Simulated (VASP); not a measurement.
# A VASP 6.6.1 single-point calculation on CaO

INCAR

```
PREC = Accurate
METAGGA = R2SCAN
LCHARG = .FALSE.
ALGO = Damped
NSW = 0
IBRION = -1
NELM = 54
LASPH = .TRUE.
ISMEAR = 0
TIME = 2
LREAL = .FALSE.
ISIF = 2
LWAVE = .FALSE.
NBANDS = 15
ENCUT = 520
SIGMA = 0.01
EDIFF = 1E-7
```

KPOINTS

```
KPOINTS created by Atomic Simulation Environment
0
Gamma
10 10 10
0 0 0
```

POSCAR

```
Ca O
 1.0000000000000000
     0.0000000000000000    2.3975501135538488    2.3975501135538488
     2.3975501135538488    0.0000000000000000    2.3975501135538488
     2.3975501135538488    2.3975501135538488    0.0000000000000000
 Ca  O
   1   1
Cartesian
  0.0000000000000000 -0.0000000000000000 -0.0000000000000000
  2.3975501135538488  2.3975501135538488  2.3975501135538488
```

The recommended PBE PAW datasets give the neutral cell 16 valence electrons.

Command

```
mpirun -np 1 vasp_std
```

Task: Predict the outcome of this run.

Result: It didn't converge.

OSZICAR

```
N       E                     dE             d eps       ncg     rms           ort
DAV:   1     0.165321294182E+03    0.16532E+03   -0.92692E+03   705   0.119E+03
DAV:   2    -0.187002589876E+01   -0.16719E+03   -0.15330E+03   705   0.334E+02
DAV:   3    -0.236478774804E+02   -0.21778E+02   -0.20829E+02   705   0.119E+02
DAV:   4    -0.251127478722E+02   -0.14649E+01   -0.14301E+01   705   0.342E+01
DAV:   5    -0.252652723782E+02   -0.15252E+00   -0.15091E+00   705   0.898E+00
SDA:   6    -0.165893676657E+02    0.86759E+01   -0.27416E+02   705   0.137E+02   0.000E+00
DMP:   7     0.403158431204E+02    0.56905E+02   -0.59405E+03   705   0.297E+03  -0.792E+02
DMP:   8     0.189165332326E+03    0.14885E+03   -0.11547E+04   705   0.577E+03  -0.154E+03
DMP:   9     0.703932870013E+03    0.51477E+03   -0.25784E+04   705   0.129E+04  -0.262E+03
DMP:  10     0.423018553062E+03   -0.28091E+03   -0.10914E+04   705   0.546E+03  -0.115E+03
...
DMP:  46     0.434254900039E+03   -0.18551E+02   -0.81516E+03   705   0.408E+03  -0.317E+03
DMP:  47     0.448132065511E+03    0.13877E+02   -0.59341E+03   705   0.297E+03  -0.213E+03
DMP:  48     0.432381095191E+03   -0.15751E+02   -0.79081E+03   705   0.395E+03  -0.314E+03
DMP:  49     0.451262395023E+03    0.18881E+02   -0.53216E+03   705   0.266E+03  -0.189E+03
DMP:  50     0.438728768471E+03   -0.12534E+02   -0.78502E+03   705   0.393E+03  -0.305E+03
DMP:  51     0.446067375687E+03    0.73386E+01   -0.51996E+03   705   0.260E+03  -0.190E+03
DMP:  52     0.437833672806E+03   -0.82337E+01   -0.82178E+03   705   0.411E+03  -0.336E+03
DMP:  53     0.448945430526E+03    0.11112E+02   -0.49013E+03   705   0.245E+03  -0.179E+03
DMP:  54     0.443719572754E+03   -0.52259E+01   -0.78673E+03   705   0.393E+03  -0.315E+03
   1 F= 0.44371957E+03 E0= 0.44371964E+03  d E =-.135152E-03
```

Standard output (part)

```
POSCAR found type information on POSCAR CaO
 POSCAR found :  2 types and       2 ions
 LDA part: xc-table for (None), standard interpolation
 POSCAR, INCAR and KPOINTS ok, starting setup
 WAVECAR not read
 entering main loop
 final diagonalization occupied
|     The electronic self-consistency was not achieved in the given           |
|     number of steps (NELM). The forces and other quantities evaluated       |
|     might not be reliable so examine the results carefully. If you find     |
|     spurious results, we suggest increasing NELM, if you were close to      |
|     convergence or switching to a different ALGO or adjusting the           |
|     density mixing parameters otherwise.                                    |
```

The fault: damping step far too long.
